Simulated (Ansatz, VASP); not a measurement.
**One calculation of GaN, two programs**

```
Ga N
1.0
     0.00000    2.25350    2.25350
     2.25350    0.00000    2.25350
     2.25350    2.25350    0.00000
Ga N
1 1
Direct
  0.00000 0.00000 0.00000
  0.25000 0.25000 0.25000
```

The cell is a database's computed one.

Alike in both runs: task relaxation of cell and atoms; functional RPBE; k mesh 10 × 10 × 10; occupations fermi-dirac, width 0.05 eV; no spin polarisation.

```csv
,VASP,Ansatz
version,VASP 6.6.1,Ansatz 0.2.0
potentials or method,"VASP PAW PBE potentials, release 64 (Ga_d, N), cutoff 600 eV","all-electron LAPW, scalar-relativistic"
```

Ansatz gave:

| Quantity | Value |
| --- | --- |
| relaxed volume (Å³/atom) | 12.03 |
| relaxed cell length with the largest relative difference (Å) | 3.240 |
| energy change over the relaxation (meV/atom) | -16 |

Task: What did VASP give for the same quantities?

Result: Relaxed volume (Å³/atom): 12.02; relaxed cell length with the largest relative difference (Å): 3.240; energy change over the relaxation (meV/atom): -15.

Ansatz ran all-electron here, so the differences hold the error of VASP's frozen core and of both bases.

Caveats: the PAW data sets were made with another functional, which shifts forces and pressure a little (VASP).
